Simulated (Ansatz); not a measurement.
TiCo:

```
Co Ti
1.0
     2.98611    0.00000    0.00000
     0.00000    2.98611    0.00000
     0.00000    0.00000    2.98611
Co Ti
1 1
Cartesian
  1.4931 1.4931 1.4931
  0.0000 0.0000 0.0000
```

The cell comes from a database or a generator and needn't be the stable form of this composition.

| Quantity | Value |
| --- | --- |
| Program | Ansatz 0.2.0 |
| Task | single point |
| Functional | PBE |
| Potentials or basis | all-electron LAPW, scalar-relativistic |
| Cutoff | 279 eV (chosen from the basis error) |
| Basis error allowed | 0.001 eV/atom |
| k mesh | 9 × 9 × 9 |
| Occupations | fermi-dirac, width 0.05 eV |
| Spin | collinear spin, ferromagnetic start |
| Starting moments | [2.0, 1.0] μB |

On this cell: pressure -0.5 GPa; largest force zero by symmetry; net moment 0.83 μB per cell; site moments Co +0.94; Ti -0.04 μB; band gap on the k mesh none (metal or under the smearing width).

The same run follows on a disturbed copy (atoms moved at random, drawn with an rms of 0.05 Å):

```xyz
2
Lattice="2.9861 0.0000 0.0000 0.0000 2.9861 0.0000 0.0000 0.0000 2.9861" Properties=species:S:1:pos:R:3 pbc="T T T"
Co    1.5095    1.4998    1.4829
Ti    0.0143   -0.0255   -0.0108
```

What changes?

The energy (extrapolated to zero smearing) moves by +1.4 meV/atom; pressure -0.4 GPa; largest force 0.165 eV/Å; net moment 0.83 μB per cell; site moments Co +0.94; Ti -0.04 μB; band gap on the k mesh none (metal or under the smearing width).

Forces on the atoms (eV/Å):
```
Co  -0.011 -0.164 -0.003
Ti   0.011  0.164  0.003
```
